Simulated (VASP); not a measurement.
# SiC (F-43m) in VASP: settings compared, part 2 of 2

VASP 6.6.1. The steps go on from the part before.

### Step 3. Band structure, PBEsol

INCAR reads:

```
SYSTEM = SiC
PREC = Accurate
ENCUT = 520
EDIFF = 1E-7
ISMEAR = 0
SIGMA = 0.03
LREAL = .FALSE.
LASPH = .TRUE.
NELM = 80
ALGO = Fast
ISIF = 2
LWAVE = .FALSE.
LCHARG = .FALSE.
GGA = PS
NBANDS = 11
ICORELEVEL = 1
```

KPOINTS reads:

```
Automatic mesh
0
G
  10 10 10
  0 0 0
```

POSCAR reads:

```
SiC                                     
1.0
    0.0000000000      2.1790000000      2.1790000000
    2.1790000000      0.0000000000      2.1790000000
    2.1790000000      2.1790000000      0.0000000000
  Si              C             
     1     1
Direct
     0.0000000000000000    0.0000000000000000    0.0000000000000000
     0.2500000000000000    0.2500000000000000    0.2500000000000000
```

KPOINTS_OPT reads:

```
explicit points
159
Reciprocal
 0.0000000000  0.0000000000  0.0000000000 1
 0.0357142857  0.0000000000  0.0357142857 1
 0.0714285714  0.0000000000  0.0714285714 1
 0.1071428571  0.0000000000  0.1071428571 1
 0.1428571429  0.0000000000  0.1428571429 1
 0.1785714286  0.0000000000  0.1785714286 1
[... 151 lines left out ...]
 0.4250000000  0.0000000000  0.4250000000 1
 0.4500000000  0.0000000000  0.4500000000 1
```

Potentials or basis: VASP PAW PBE potentials, release 64 (Si, C).

Run with:

```sh
> cat potpaw_PBE.64/Si/POTCAR potpaw_PBE.64/C/POTCAR > POTCAR
> mpirun -np 1 vasp_std > vasp.out
```

OUTCAR:

```text
SYSTEM = SiC
   PREC = Accurate
   ENCUT = 520
   EDIFF = 1E-7
   ISMEAR = 0
   LREAL = .FALSE.
   LASPH = .TRUE.
   NELM = 80
   ISIF = 2
   GGA = PS

 ion  position               nearest neighbor table
   1  0.000  0.000  0.000-   2 1.89   2 1.89   2 1.89   2 1.89
   2  0.250  0.250  0.250-   1 1.89   1 1.89   1 1.89   1 1.89

  LATTYP: Found a face centered cubic cell.
 ALAT       =     4.3580000000

  Lattice vectors:

 A1 = (   0.0000000000,   2.1790000000,   2.1790000000)
 A2 = (   2.1790000000,   0.0000000000,   2.1790000000)
 A3 = (   2.1790000000,   2.1790000000,   0.0000000000)

Analysis of symmetry for initial positions (statically):
=====================================================================
 Subroutine PRICEL returns:
 Original cell was already a primitive cell.

 Routine SETGRP: Setting up the symmetry group for a
 face centered cubic supercell.

 Subroutine GETGRP returns: Found 24 space group operations
 (whereof 24 operations were pure point group operations)
 out of a pool of 48 trial point group operations.

The static configuration has the point symmetry T_d .

Analysis of symmetry for dynamics (positions and initial velocities):
=====================================================================
 Subroutine PRICEL returns:
 Original cell was already a primitive cell.

 Routine SETGRP: Setting up the symmetry group for a
 face centered cubic supercell.

 Subroutine GETGRP returns: Found 24 space group operations
 (whereof 24 operations were pure point group operations)
 out of a pool of 48 trial point group operations.

The dynamic configuration has the point symmetry T_d .

 Subroutine INISYM returns: Found 24 space group operations
 (whereof 24 operations are pure point group operations),
 and found     1 'primitive' translations

----------------------------------------------------------------------------------------

                                     Primitive cell

  volume of cell :      20.6920
[... 116 lines left out ...]
   AEXX    =    0.0000 exact exchange contribution
   IVDW    =     0    specifies the selected vdW correction
   LEPSILON=     F    determine dielectric tensor
   LRPA    =     F    only Hartree local field effects (RPA)
 non-spin polarized calculation
 RMM-DIIS sequential band-by-band and
 Gauss-broadening in eV      SIGMA  =   0.03
  energy-cutoff  :      520.00
  volume of cell :       20.69
 maximum number of plane-waves:       568
   NGX = 11   NGY = 11   NGZ = 11

 number of electron       8.0000001 magnetization

 Free energy of the ion-electron system (eV)
  ---------------------------------------------------
  ext. energy  EPLUGINS =         0.00000000
  ---------------------------------------------------
  free energy    TOTEN  =       -15.91499002 eV

  energy without entropy =      -15.91499002  energy(sigma->0) =      -15.91499002

 the core state eigenenergies are
   1-  1s  -1771.2435  2s   -125.1204  2p    -81.1514
   2-  1s   -255.6793

 E-fermi :   8.2041     XC(G=0): -11.5049

 val. band max:        8.0565593670   @ k =   0.0000   0.0000   0.0000
 cond. band min:       9.2904024814   @ k =   0.5000   0.5000   0.0000
 fundamental gap:      1.2338431144
 Fermi energy:         8.2040660985

 k-point     1 :       0.0000    0.0000    0.0000
  band No.  band energies     occupation
      1      -7.3676      2.00000
      2       8.0566      2.00000
      3       8.0566      2.00000
      4       8.0566      2.00000
      5      14.2438      0.00000
      6      15.2991      0.00000
      7      15.2991      0.00000
      8      15.2991      0.00000
      9      22.5128      0.00000
     10      22.5128      0.00000
     11      24.3192      0.00000
[... 267 lines left out ...]
 k-point    21 :      -0.3000    0.2000    0.0000
  band No.  band energies     occupation
      1      -4.2810      2.00000
      2       1.6133      2.00000
      3       4.2128      2.00000
      4       6.8790      2.00000
      5      13.5485      0.00000
      6      16.2308      0.00000
      7      16.7340      0.00000

------------------------ aborting loop because EDIFF is reached ----------------------------------------

  FORCE on cell =-STRESS in cart. coord.  units (eV):
  Direction    XX          YY          ZZ          XY          YZ          ZX
  --------------------------------------------------------------------------------------
  -------------------------------------------------------------------------------------
  Total        0.0223367      0.0223367      0.0223367      0.0000000      0.0000000      0.0000000
  in kB        1.7295301      1.7295301      1.7295301      0.0000000      0.0000000      0.0000000
  external PRESSURE =       1.7295301 kB  Pullay stress =       0.0000000 kB

 VOLUME and BASIS-vectors are now :
 -----------------------------------------------------------------------------
  energy-cutoff  :      520.00
  volume of cell :       20.69
      direct lattice vectors                 reciprocal lattice vectors
     0.000000000  2.179000000  2.179000000    -0.229463056  0.229463056  0.229463056
     2.179000000  0.000000000  2.179000000     0.229463056 -0.229463056  0.229463056
     2.179000000  2.179000000  0.000000000     0.229463056  0.229463056 -0.229463056

 POSITION                                       TOTAL-FORCE (eV/Angst)
 -----------------------------------------------------------------------------------
      0.00000      0.00000      0.00000         0.000000      0.000000      0.000000
      1.08950      1.08950      1.08950        -0.000000     -0.000000     -0.000000
 -----------------------------------------------------------------------------------
    total drift:                                0.000000      0.000000      0.000000

  FREE ENERGIE OF THE ION-ELECTRON SYSTEM (eV)
  ---------------------------------------------------
  free  energy   TOTEN  =       -15.9149900185 eV

  energy  without entropy=      -15.9149900185  energy(sigma->0) =      -15.91499002
```

OSZICAR:

```text
N       E                     dE             d eps       ncg     rms          rms(c)
DAV:   1     0.252680624573E+01    0.25268E+01   -0.39045E+03  1090   0.617E+02
DAV:   2    -0.170767430663E+02   -0.19604E+02   -0.18571E+02  1297   0.109E+02
DAV:   3    -0.177099710340E+02   -0.63323E+00   -0.63197E+00  1262   0.159E+01
[... 35 lines left out ...]
DAV:   6     0.656579481055E+03   -0.16900E-05     1224
DAV:   7     0.656579481046E+03   -0.92442E-08     1253
       N       E                     dE             ncg
DAV:   1     0.107724928816E+05   -0.53828E+04      404
DAV:   2     0.104718983841E+05   -0.30059E+03      539
DAV:   3     0.104646623174E+05   -0.72361E+01      505
DAV:   4     0.104646408583E+05   -0.21459E-01      531
DAV:   5     0.104646407878E+05   -0.70476E-04      498
DAV:   6     0.104646407874E+05   -0.42914E-06      545
DAV:   7     0.104646407874E+05   -0.29286E-08      489
```

stdout:

```text
POSCAR found type information on POSCAR SiC
 POSCAR found :  2 types and       2 ions
 scaLAPACK will be used
 -----------------------------------------------------------------------------
|                                                                             |
|                                                                             |
|     You enforced a specific xc type in the INCAR file but a different       |
|     I HOPE YOU KNOW WHAT YOU ARE DOING!                                     |
|                                                                             |
 -----------------------------------------------------------------------------

 LDA part: xc-table for (Slater+PW92), standard interpolation
 POSCAR, INCAR and KPOINTS ok, starting setup
 FFT: planning ... GRIDC
 FFT: planning ... GRID_SOFT
 FFT: planning ... GRID
 WAVECAR not read
 entering main loop
 Start KPOINTS_OPT (optional k-point list driver)
k-point batch [1-47\159]
k-point batch [48-94\159]
k-point batch [95-141\159]
k-point batch [142-159\159]
```

Run time: 12 s. Hardware: 1 thread of Intel Xeon 6975P-C (Granite Rapids), shared host; peak memory 0.14 GiB.

What came out:

```yaml
Free_energy: -15.9150 eV
Pressure: 0.2 GPa
Band_gap_on_the_k_mesh: 1.23 eV, indirect (least direct gap 4.44 eV)
Band_gap_along_the_path: 1.23 eV, indirect (least direct gap 4.44 eV)
```

Levels at the corners of the path, in eV from the valence-band top:
```csv
point,band 2,band 3,band 4,band 5,band 6,band 7
Γ,0.00,0.00,0.00,6.19,7.24,7.24
X,-7.83,-3.21,-3.21,1.23,4.20,13.95
X,-7.83,-3.21,-3.21,1.23,4.20,13.95
W,-7.04,-5.05,-4.75,5.12,9.37,9.42
W,-7.04,-5.05,-4.75,5.12,9.37,9.42
K,-7.30,-5.61,-2.61,2.99,7.68,11.77
K,-7.30,-5.61,-2.61,2.99,7.68,11.77
Γ,0.00,0.00,0.00,6.19,7.24,7.24
Γ,0.00,0.00,0.00,6.19,7.24,7.24
L,-8.60,-1.06,-1.06,5.37,7.14,7.14
L,-8.60,-1.06,-1.06,5.37,7.14,7.14
U,-7.30,-5.61,-2.61,2.99,7.68,11.77
U,-7.30,-5.61,-2.61,2.99,7.68,11.77
W,-7.04,-5.05,-4.75,5.12,9.37,9.42
W,-7.04,-5.05,-4.75,5.12,9.37,9.42
L,-8.60,-1.06,-1.06,5.37,7.14,7.14
L,-8.60,-1.06,-1.06,5.37,7.14,7.14
K,-7.30,-5.61,-2.61,2.99,7.68,11.77
U,-7.30,-5.61,-2.61,2.99,7.68,11.77
X,-7.83,-3.21,-3.21,1.23,4.20,13.95
```

Core levels (eV, on the scale of the bands):
| atom | levels |
| --- | --- |
| 1 Si | 1s -1771.2, 2s -125.1, 2p -81.2 |
| 2 C | 1s -255.7 |

Caveat: the PAW data sets were made with another functional, which shifts forces and pressure a little.

### Step 4. Band structure, r2SCAN

Edit INCAR of step 3 so:

```diff
@@ -9,3 +9,3 @@
 NELM = 80
-ALGO = Fast
+ALGO = Normal
 ISIF = 2
@@ -13,4 +13,4 @@
 LCHARG = .FALSE.
-GGA = PS
+METAGGA = R2SCAN
+LMIXTAU = .TRUE.
 NBANDS = 11
-ICORELEVEL = 1
```

KPOINTS is that of step 3.

POSCAR is that of step 3.

KPOINTS_OPT is that of step 3.

Run with:

```sh
> cat potpaw_PBE.64/Si/POTCAR potpaw_PBE.64/C/POTCAR > POTCAR
> mpirun -np 1 vasp_std > vasp.out
```

It took 44 s on 1 thread of Intel Xeon 6975P-C (Granite Rapids), shared host; peak memory 0.14 GiB.

It converged, with:

```
Free energy             : -19.3269 eV
Pressure                : -0.4 GPa
Band gap on the k mesh  : 1.72 eV, indirect (least direct gap 5.06 eV)
Band gap along the path : 1.72 eV, indirect (least direct gap 5.06 eV)
```

Levels at the corners of the path, in eV from the valence-band top:
| point | band 1 | band 2 | band 3 | band 4 | band 5 | band 6 | band 7 | band 8 | band 9 |
| --- | --- | --- | --- | --- | --- | --- | --- | --- | --- |
| Γ | -16.18 | 0.00 | 0.00 | 0.00 | 6.83 | 7.85 | 7.85 | 7.85 | 15.21 |
| X | -11.09 | -8.05 | -3.33 | -3.33 | 1.72 | 4.82 | 15.13 | 15.13 | 15.99 |
| X | -11.09 | -8.05 | -3.33 | -3.33 | 1.72 | 4.82 | 15.13 | 15.13 | 15.99 |
| W | -10.87 | -7.24 | -5.18 | -4.81 | 5.73 | 10.13 | 10.23 | 10.46 | 15.34 |
| W | -10.87 | -7.24 | -5.18 | -4.81 | 5.73 | 10.13 | 10.23 | 10.46 | 15.34 |
| K | -11.10 | -7.50 | -5.72 | -2.71 | 3.54 | 8.41 | 12.71 | 13.42 | 14.03 |
| K | -11.10 | -7.50 | -5.72 | -2.71 | 3.54 | 8.41 | 12.71 | 13.42 | 14.03 |
| Γ | -16.18 | 0.00 | 0.00 | 0.00 | 6.83 | 7.85 | 7.85 | 7.85 | 15.21 |
| Γ | -16.18 | 0.00 | 0.00 | 0.00 | 6.83 | 7.85 | 7.85 | 7.85 | 15.21 |
| L | -12.56 | -8.82 | -1.11 | -1.11 | 5.99 | 7.75 | 7.75 | 10.95 | 17.41 |
| L | -12.56 | -8.82 | -1.11 | -1.11 | 5.99 | 7.75 | 7.75 | 10.95 | 17.41 |
| U | -11.10 | -7.50 | -5.72 | -2.71 | 3.54 | 8.41 | 12.71 | 13.42 | 14.03 |
| U | -11.10 | -7.50 | -5.72 | -2.71 | 3.54 | 8.41 | 12.71 | 13.42 | 14.03 |
| W | -10.87 | -7.24 | -5.18 | -4.81 | 5.73 | 10.13 | 10.23 | 10.46 | 15.34 |
| W | -10.87 | -7.24 | -5.18 | -4.81 | 5.73 | 10.13 | 10.23 | 10.46 | 15.34 |
| L | -12.56 | -8.82 | -1.11 | -1.11 | 5.99 | 7.75 | 7.75 | 10.95 | 17.41 |
| L | -12.56 | -8.82 | -1.11 | -1.11 | 5.99 | 7.75 | 7.75 | 10.95 | 17.41 |
| K | -11.10 | -7.50 | -5.72 | -2.71 | 3.54 | 8.41 | 12.71 | 13.42 | 14.03 |
| U | -11.10 | -7.50 | -5.72 | -2.71 | 3.54 | 8.41 | 12.71 | 13.42 | 14.03 |
| X | -11.09 | -8.05 | -3.33 | -3.33 | 1.72 | 4.82 | 15.13 | 15.13 | 15.99 |

Caveat: the PAW data sets were made with another functional, which shifts forces and pressure a little.

### Step 5. Overview

| level | k mesh | grid for exact exchange (PRECFOCK) | exchange at q = 0 | gap on the mesh (eV) | pressure (GPa) |
| --- | --- | --- | --- | --- | --- |
| PBE0 | 6 × 6 × 6 | Fast | truncated | 2.96 | -2.0 |
| PBEsol | 10 × 10 × 10 | - | - | 1.23 | 0.2 |
| r2SCAN | 10 × 10 × 10 | - | - | 1.72 | -0.4 |

Alike in all rows: task band structure; potentials or basis VASP PAW PBE potentials, release 64 (Si, C); no spin polarisation; cell as given; cutoff (eV) 520; smearing gaussian 0.03 eV.

On the cell as given the gap runs from 1.23 eV (PBEsol) to 2.96 eV (PBE0); the meshes differ, which moves gaps too. The pressure there spans -2.0 GPa (PBE0) to 0.2 GPa (PBEsol); a positive pressure means that this level wants a larger cell, a negative one a smaller.

Caveats: the PAW data sets were made with another functional, which shifts forces and pressure a little.

Absolute energies hang on the potentials; compare differences alone.

### Step 6. Against experiment

Step 2. A measured gap of SiC is 2.4 eV (indirect; quoted in “Insight into the structural, elastic and electronic properties of a new orthorhombic 6O-SiC polytype”, 2020, pmc:7200658); the calculated 2.96 eV misses it by +0.56 eV. The value is that of PBE0, without temperature or zero-point motion.

Step 3. A measured gap of SiC is 2.4 eV (indirect; quoted in “Insight into the structural, elastic and electronic properties of a new orthorhombic 6O-SiC polytype”, 2020, pmc:7200658); the calculated 1.23 eV misses it by -1.17 eV. The value is that of PBEsol, without temperature or zero-point motion. Semilocal functionals fall short of measured gaps as a rule.

Step 4. Measured gap of SiC: 2.4 eV (indirect; quoted in “Insight into the structural, elastic and electronic properties of a new orthorhombic 6O-SiC polytype”, 2020, pmc:7200658). This calculation gives 1.72 eV (-0.68 eV). The value is that of r2SCAN, without temperature or zero-point motion.
